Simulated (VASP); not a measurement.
A run of VASP 6.6.1 is set up as follows.

File POSCAR:

```
HfO2
1.0
    5.1180000000      0.0000000000      0.0000000000
    0.0000000000      5.1857000000      0.0000000000
   -0.8586630598      0.0000000000      5.2138671406
Hf O
4 8
Direct
    0.2755000000      0.0397000000      0.2080000000
    0.7245000000      0.5397000000      0.2920000000
    0.7245000000      0.9603000000      0.7920000000
    0.2755000000      0.4603000000      0.7080000000
    0.4487000000      0.7581000000      0.4801000000
    0.5513000000      0.2581000000      0.0199000000
    0.5513000000      0.2419000000      0.5199000000
    0.4487000000      0.7419000000      0.9801000000
    0.0742000000      0.3316000000      0.3467000000
    0.9258000000      0.8316000000      0.1533000000
    0.9258000000      0.6684000000      0.6533000000
    0.0742000000      0.1684000000      0.8467000000
```

Contents of INCAR.step1:

```
PREC = Accurate
ENCUT = 520
EDIFF = 1E-5
ISMEAR = 0
SIGMA = 0.05
LREAL = False
LASPH = True
NELM = 100
ALGO = Normal
ISIF = 2
LWAVE = True
LCHARG = False
NBANDS = 56
GGA = PE
```

INCAR.step2

```
PREC = Accurate
ENCUT = 520
EDIFF = 1E-7
ISMEAR = 0
SIGMA = 0.05
LREAL = False
LASPH = True
NELM = 100
ALGO = Normal
ISIF = 2
LWAVE = False
LCHARG = False
GGA = PE
LHFCALC = True
AEXX = 0.25
PRECFOCK = Fast
HFRCUT = -1
NBANDS = 56
ISTART = 1
```

File KPOINTS:

```
regular mesh
0
Gamma
  2 2 2
```

Potentials or basis: VASP PAW PBE potentials, release 64 (Hf_pv, O).

Run with:

```console
$ cat potpaw_PBE.64/Hf_pv/POTCAR potpaw_PBE.64/O/POTCAR > POTCAR
$ cp INCAR.step1 INCAR
$ mpirun -np 1 vasp_std > vasp.out
$ cp INCAR.step2 INCAR
$ mpirun -np 1 vasp_std > vasp.out
```

Q: What does it give for the pressure?

A: -4.1 GPa.

Q: Estimate the largest force.

A: 0.409 eV/Å.

Q: Predict the band gap on the k mesh.

A: 6.44 eV, indirect (least direct gap 6.55 eV).

Forces on the atoms (eV/Å):
```
Hf   0.001  0.055 -0.074
Hf  -0.001  0.055  0.074
Hf  -0.001 -0.055  0.074
Hf   0.001 -0.055 -0.074
O   -0.002 -0.038 -0.097
O    0.002 -0.038  0.097
O    0.002  0.038  0.097
O   -0.002  0.038 -0.097
O   -0.360  0.194 -0.015
O    0.360  0.194  0.015
O    0.360 -0.194  0.015
O   -0.360 -0.194 -0.015
```

Caveat: the k mesh is coarse (spacing up to 0.62 Å⁻¹), so the values aren't converged, least of all with exact exchange; the PAW data sets were made with another functional, which shifts forces and pressure a little; spin-orbit coupling is left out, which moves the levels of the heavy elements. A k mesh can miss the band edges.
